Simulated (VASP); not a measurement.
# S (P4_2/mnm) in VASP: further runs, part 2 of 2

VASP 6.6.1.

### Step 4. Single point, PBE

INCAR

```
ALGO = Normal
EDIFF = 1E-6
ENCUT = 520
GGA = PE
ISIF = 2
ISMEAR = 0
ISYM = 0
LASPH = True
LCHARG = False
LREAL = False
LWAVE = False
NBANDS = 20
NELM = 60
PREC = Accurate
SIGMA = 0.1
```

KPOINTS

```
k-points
0
Gamma
  2 4 5
```

POSCAR

```
S
1.0
    5.6780537900      0.0000000000      0.0000000000
    0.0000000000      5.6780537900      0.0000000000
    0.0000000000      0.0000000000      2.9496155800
S
4
Direct
    0.8833913800      0.8833913800      0.5000000000
    0.1166086200      0.1166086200      0.5000000000
    0.3833913800      0.6166086200      0.0000000000
    0.6166086200      0.3833913800      0.0000000000
```

Potentials or basis: VASP PAW PBE potentials, release 64 (S).

Started as:

```console
> cat potpaw_PBE.64/S/POTCAR > POTCAR
> mpirun -np 1 vasp_std > vasp.out
```

OUTCAR:

```text
EDIFF = 1E-6
   ENCUT = 520
   GGA = PE
   ISIF = 2
   ISMEAR = 0
   ISYM = 0
   LASPH = True
   LREAL = False
   NELM = 60
   PREC = Accurate

 ion  position               nearest neighbor table
   1  0.883  0.883  0.500-   2 1.87
   2  0.117  0.117  0.500-   1 1.87
   3  0.383  0.617  0.000-   4 1.87
   4  0.617  0.383  0.000-   3 1.87

IMPORTANT INFORMATION: All symmetrisations will be switched off!
NOSYMM: (Re-)initialisation of all symmetry stuff for point group C_1.

----------------------------------------------------------------------------------------

                                     Primitive cell

  volume of cell :      95.0965

  direct lattice vectors                    reciprocal lattice vectors
     5.678053790  0.000000000  0.000000000     0.176116683  0.000000000  0.000000000
     0.000000000  5.678053790  0.000000000     0.000000000  0.176116683  0.000000000
     0.000000000  0.000000000  2.949615580     0.000000000  0.000000000  0.339027230

  length of vectors
     5.678053790  5.678053790  2.949615580     0.176116683  0.176116683  0.339027230

  position of ions in fractional coordinates (direct lattice)
     0.883391380  0.883391380  0.500000000
     0.116608620  0.116608620  0.500000000
     0.383391380  0.616608620  0.000000000
     0.616608620  0.383391380  0.000000000

  ion indices of the primitive-cell ions
   primitive index   ion index
                 1           1
                 2           2
                 3           3
                 4           4

----------------------------------------------------------------------------------------

 KPOINTS: k-points

Automatic generation of k-mesh.
 Grid dimensions read from file:
 generate k-points for:    2    4    5

 Generating k-lattice:

  Cartesian coordinates                     Fractional coordinates (reciprocal lattice)
     0.088058342  0.000000000  0.000000000     0.500000000  0.000000000  0.000000000
     0.000000000  0.044029171  0.000000000     0.000000000  0.250000000  0.000000000
     0.000000000  0.000000000  0.067805446     0.000000000  0.000000000  0.200000000

  Length of vectors
     0.088058342  0.044029171  0.067805446

  Shift w.r.t. Gamma in fractional coordinates (k-lattice)
     0.000000000  0.000000000  0.000000000

 -----------------------------------------------------------------------------
|                                                                             |
|           W    W    AA    RRRRR   N    N  II  N    N   GGGG   !!!           |
|           W    W   A  A   R    R  NN   N  II  NN   N  G    G  !!!           |
|           W    W  A    A  R    R  N N  N  II  N N  N  G       !!!           |
|           W WW W  AAAAAA  RRRRR   N  N N  II  N  N N  G  GGG   !            |
|           WW  WW  A    A  R   R   N   NN  II  N   NN  G    G                |
|           W    W  A    A  R    R  N    N  II  N    N   GGGG   !!!           |
|                                                                             |
|     Your reciprocal lattice and k-lattice belong to different lattice       |
|     classes:                                                                |
|                                                                             |
|        The reciprocal lattice is simple tetragonal,                         |
|        whereas your k-lattice is simple orthorhombic.                       |
|                                                                             |
|     Results are often still useful ...                                      |
|                                                                             |
 -----------------------------------------------------------------------------

 WARNING: IBZKPT: internal override: KBLOWUP is changed to .FALSE.
      ... skipping the blow-up phase ...

 Subroutine IBZKPT returns following result:
 ===========================================

 Found     22 irreducible k-points:

 Following reciprocal coordinates:
            Coordinates               Weight
  0.000000  0.000000  0.000000      1.000000
  0.500000  0.000000  0.000000      1.000000
  0.000000  0.250000  0.000000      2.000000
  0.500000  0.250000  0.000000      2.000000
  0.000000  0.500000  0.000000      1.000000
  0.500000  0.500000  0.000000      1.000000
[... 14 lines left out ...]
  0.000000 -0.250000  0.400000      2.000000
  0.500000 -0.250000  0.400000      2.000000
   k-points           NKPTS =     22   k-points in BZ     NKDIM =     22   number of bands    NBANDS=     20
   number of dos      NEDOS =    301   number of ions     NIONS =      4
   total plane-waves  NPLWV =  42336
   dimension x,y,z NGX =    42 NGY =   42 NGZ =   24
   dimension x,y,z NGXF=    84 NGYF=   84 NGZF=   48
   ions per type =               4
   NGX,Y,Z   is equivalent  to a cutoff of  12.30, 12.30, 13.53 a.u.
   NGXF,Y,Z  is equivalent  to a cutoff of  24.59, 24.59, 27.05 a.u.
 SYSTEM =  unknown system
   PREC   = accura    normal or accurate (medium, high low for compatibility)
   ISTART =      0    job   : 0-new  1-cont  2-samecut
   ICHARG =      2    charge: 1-file 2-atom 10-const
   ISPIN  =      1    spin polarized calculation?
   LNONCOLLINEAR =      F non collinear calculations
   LSORBIT =      F    spin-orbit coupling
   LASPH  =      T    aspherical Exc in radial PAW
   ENCUT  =  520.0 eV  38.22 Ry    6.18 a.u.  10.56 10.56  5.48*2*pi/ulx,y,z
   NELM   =     60;   NELMIN=  2; NELMDL= -5     # of ELM steps
   EDIFF  = 0.1E-05   stopping-criterion for ELM
   LREAL  =      F    real-space projection
   EDIFFG = 0.1E-04   stopping-criterion for IOM
   NSW    =      0    number of steps for IOM
   IBRION =     -1    ionic relax: 0-MD 1-quasi-New 2-CG
   NFREE  =      0    steps in history (QN), initial steepest desc. (CG)
   ISIF   =      2    stress and relaxation
   ISYM   =      0    0-nonsym 1-usesym 2-fastsym
   POTIM  = 0.5000    time-step for ionic-motion
   TEBEG  =    0.0;   TEEND  =   0.0 temperature during run
   PSTRESS=    0.0 pullay stress
   NELECT =      24.0000    total number of electrons
   NUPDOWN=      -1.0000    fix difference up-down
   EMIN   =  10.00;   EMAX   =-10.00  energy-range for DOS
   EFERMI =   0.00;   METHOD = LEGACY
   ISMEAR =     0;   SIGMA  =   0.10  broadening in eV -4-tet -1-fermi 0-gaus
   EFERMI_NEDOS =   21; number of points for ismear=-14 and -15
   IALGO  =     38    algorithm
   IMIX   =      4    mixing-type and parameters
     AMIX     =   0.40;   BMIX     =  1.00
     AMIX_MAG =   1.60;   BMIX_MAG =  1.00
  volume/ion in A,a.u.               =      23.77       160.44
  Fermi-wavevector in a.u.,A,eV,Ry     =   1.034563  1.955041 14.562607  1.070321
  Thomas-Fermi vector in A             =   2.168865
   LORBIT       =      0    0 simple, 1 ext, 2 COOP (PROOUT), +10 PAW based schemes
   GGA     = PE    functional components
   LHFCALC =     F    Hartree Fock is set to
   AEXX    =    0.0000 exact exchange contribution
   IVDW    =     0    specifies the selected vdW correction
   LEPSILON=     F    determine dielectric tensor
   LRPA    =     F    only Hartree local field effects (RPA)
 non-spin polarized calculation
 Gauss-broadening in eV      SIGMA  =   0.10
  energy-cutoff  :      520.00
  volume of cell :       95.10
 maximum number of plane-waves:      2581
   NGX = 21   NGY = 21   NGZ = 11

 number of electron      23.9999998 magnetization

 Free energy of the ion-electron system (eV)
  ---------------------------------------------------
  ext. energy  EPLUGINS =         0.00000000
  ---------------------------------------------------
  free energy    TOTEN  =       -15.07865249 eV

  energy without entropy =      -15.06530682  energy(sigma->0) =      -15.07197966

 E-fermi :   3.3925     XC(G=0):  -8.8065

 val. band max:        3.0194491046   @ k =   0.5000   0.5000   0.2000
 cond. band min:       3.4245005565   @ k =   0.5000   0.0000   0.4000
 fundamental gap:      0.4050514520
 Fermi energy:         3.3925429125

 k-point     1 :       0.0000    0.0000    0.0000
  band No.  band energies     occupation
      1     -13.5814      2.00000
      2     -13.0286      2.00000
      3      -7.7477      2.00000
      4      -7.7477      2.00000
      5      -2.3856      2.00000
      6      -1.9319      2.00000
[... 495 lines left out ...]
     19      10.5106      0.00000
     20      10.5106      0.00000

------------------------ aborting loop because EDIFF is reached ----------------------------------------

  FORCE on cell =-STRESS in cart. coord.  units (eV):
  Direction    XX          YY          ZZ          XY          YZ          ZX
  --------------------------------------------------------------------------------------
  -------------------------------------------------------------------------------------
  Total        1.8102209      1.6502650      0.1757126      0.0001181      0.0000026     -0.0000008
  in kB       30.4984484     27.8035250      2.9603908      0.0019904      0.0000442     -0.0000128
  external PRESSURE =      20.4207881 kB  Pullay stress =       0.0000000 kB

 VOLUME and BASIS-vectors are now :
 -----------------------------------------------------------------------------
  energy-cutoff  :      520.00
  volume of cell :       95.10
      direct lattice vectors                 reciprocal lattice vectors
     5.678053790  0.000000000  0.000000000     0.176116683  0.000000000  0.000000000
     0.000000000  5.678053790  0.000000000     0.000000000  0.176116683  0.000000000
     0.000000000  0.000000000  2.949615580     0.000000000  0.000000000  0.339027230

 POSITION                                       TOTAL-FORCE (eV/Angst)
 -----------------------------------------------------------------------------------
      5.01594      5.01594      1.47481        -0.373272     -0.435237     -0.000000
      0.66211      0.66211      1.47481         0.373284      0.435235      0.000005
      2.17692      3.50114      0.00000        -0.373197      0.435154     -0.000003
      3.50114      2.17692      0.00000         0.373186     -0.435152     -0.000002
 -----------------------------------------------------------------------------------
    total drift:                               -0.000002      0.000008      0.000004

  FREE ENERGIE OF THE ION-ELECTRON SYSTEM (eV)
  ---------------------------------------------------
  free  energy   TOTEN  =       -15.0786524945 eV

  energy  without entropy=      -15.0653068160  energy(sigma->0) =      -15.07197966
```

OSZICAR:

```text
N       E                     dE             d eps       ncg     rms          rms(c)
DAV:   1     0.121811810766E+03    0.12181E+03   -0.10380E+04   880   0.102E+03
DAV:   2    -0.684984308785E+01   -0.12866E+03   -0.12545E+03  1184   0.185E+02
DAV:   3    -0.151653303655E+02   -0.83155E+01   -0.82688E+01  1172   0.511E+01
DAV:   4    -0.152653121536E+02   -0.99982E-01   -0.99819E-01  1168   0.650E+00
DAV:   5    -0.152672139299E+02   -0.19018E-02   -0.19017E-02  1100   0.879E-01    0.215E+01
DAV:   6    -0.150950280794E+02    0.17219E+00   -0.25398E-01  1036   0.282E+00    0.115E+01
DAV:   7    -0.150818495432E+02    0.13179E-01   -0.23584E-01  1016   0.253E+00    0.213E+00
DAV:   8    -0.150791150528E+02    0.27345E-02   -0.30495E-02  1020   0.100E+00    0.503E-01
DAV:   9    -0.150786618119E+02    0.45324E-03   -0.42409E-03  1068   0.338E-01    0.168E-01
DAV:  10    -0.150786486385E+02    0.13173E-04   -0.43701E-04  1040   0.118E-01    0.133E-01
DAV:  11    -0.150786520758E+02   -0.34373E-05   -0.66126E-05  1120   0.474E-02    0.296E-02
DAV:  12    -0.150786531037E+02   -0.10279E-05   -0.11795E-05  1160   0.183E-02    0.407E-02
DAV:  13    -0.150786524945E+02    0.60923E-06   -0.47543E-07   612   0.426E-03
   1 F= -.15078652E+02 E0= -.15071980E+02  d E =-.133457E-01
```

stdout:

```text
POSCAR found type information on POSCAR S
 POSCAR found :  1 types and       4 ions
 scaLAPACK will be used
 LDA part: xc-table for (Slater+PW92), standard interpolation
 -----------------------------------------------------------------------------
|                                                                             |
|           W    W    AA    RRRRR   N    N  II  N    N   GGGG   !!!           |
|           W    W   A  A   R    R  NN   N  II  NN   N  G    G  !!!           |
|           W    W  A    A  R    R  N N  N  II  N N  N  G       !!!           |
|           W WW W  AAAAAA  RRRRR   N  N N  II  N  N N  G  GGG   !            |
|           WW  WW  A    A  R   R   N   NN  II  N   NN  G    G                |
|           W    W  A    A  R    R  N    N  II  N    N   GGGG   !!!           |
|                                                                             |
|     Your reciprocal lattice and k-lattice belong to different lattice       |
|     classes:                                                                |
|                                                                             |
|        The reciprocal lattice is simple tetragonal,                         |
|        whereas your k-lattice is simple orthorhombic.                       |
|                                                                             |
|     Results are often still useful ...                                      |
|                                                                             |
 -----------------------------------------------------------------------------

 POSCAR, INCAR and KPOINTS ok, starting setup
 FFT: planning ... GRIDC
 FFT: planning ... GRID_SOFT
 FFT: planning ... GRID
 WAVECAR not read
 entering main loop
```

Run time: 20 s. Hardware: 1 thread of Intel Xeon Platinum 8488C (Sapphire Rapids), shared host; peak memory 0.19 GiB.

Results:

```
Free energy            : -15.0787 eV
Pressure               : 2.0 GPa
Largest force          : 0.573 eV/Å
Band gap on the k mesh : none (metal or under the smearing width)
```

Forces in eV/Å, atoms in the order of the input:
```
S   -0.373 -0.435  0.000
S    0.373  0.435  0.000
S   -0.373  0.435  0.000
S    0.373 -0.435  0.000
```

Levels at points of the mesh, in eV from the Fermi level:
| k point | band 9 | band 10 | band 11 | band 12 | band 13 | band 14 | band 15 | band 16 |
| --- | --- | --- | --- | --- | --- | --- | --- | --- |
| (0.00, 0.00, 0.00) | -2.66 | -1.59 | -1.10 | 0.63 | 2.32 | 2.32 | 4.39 | 4.39 |
| (0.50, 0.00, 0.00) | -1.35 | -1.35 | -0.97 | -0.97 | 2.33 | 2.33 | 3.09 | 3.09 |
| (0.00, 0.50, 0.00) | -1.35 | -1.35 | -0.97 | -0.97 | 2.33 | 2.33 | 3.09 | 3.09 |
| (0.50, 0.50, 0.00) | -1.34 | -1.34 | -0.69 | -0.69 | 2.28 | 2.28 | 4.15 | 4.15 |

Caveat: the k mesh is coarse (spacing up to 0.55 Å⁻¹), so the values aren't converged.

### Step 5. Summary

| k mesh | smearing | mesh quality | gap on the mesh (eV) | pressure (GPa) | largest force (eV/Å) |
| --- | --- | --- | --- | --- | --- |
| 4 × 4 × 6 | gaussian 0.1 eV | not flagged | none | 1.8 | 0.57 |
| 2 × 2 × 4 | methfessel-paxton 0.11 eV | coarse | none | 3.9 | 0.55 |
| 2 × 4 × 5 | gaussian 0.1 eV | coarse | none | 2.0 | 0.57 |

Alike in all rows: task single point; level PBE; potentials or basis VASP PAW PBE potentials, release 64 (S); no spin polarisation; cell as given; cutoff (eV) 520.

Caveats: some runs use coarse meshes.

Absolute energies hang on the potentials; compare differences alone.
